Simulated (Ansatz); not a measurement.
# Phonon dispersion of ZrO2

Computed with DFT PBE, scalar-relativistic, plane waves, PAW in Ansatz. Cutoff 420 eV, 8×8×8 k-points (Γ-centred), fixed occupations. No spin polarisation. Phonons by linear response, acoustic sum rule imposed.

The cell, relaxed at this level:
```
CELL_PARAMETERS angstrom
0.00000 2.55795 2.55795
2.55795 0.00000 2.55795
2.55795 2.55795 0.00000
ATOMIC_POSITIONS crystal
Zr 0.00000 0.00000 0.00000
O 0.25000 0.25000 0.25000
O 0.75000 0.75000 0.75000
```

The cell has the fluorite type, in a space group that the Crystallography Open Database lists for this formula; it was reached from a generator's guess.

Force constants from linear response on a 4×4×4 q mesh.

Question: Is the structure dynamically stable on the q mesh?

Answer: No: at q = (0.000, -0.500, -0.500) a mode is imaginary, 220i cm⁻¹.

Question: Give the frequencies (cm⁻¹) at the zone-boundary points of high symmetry (interpolated where a point lies off the q mesh).

Answer:
```tsv
point	q	frequencies
X	0.500 0.000 0.500	220i 114 114 280 280 343 535 535 663
U	0.625 0.250 0.625	113i 109 193 252 334 342 509 546 644
K	0.375 0.375 0.750	113i 109 193 252 334 342 509 546 644
L	0.500 0.500 0.500	107 107 239 378 378 484 484 494 564
W	0.500 0.250 0.750	81i 119 211 244 244 439 439 575 637
```
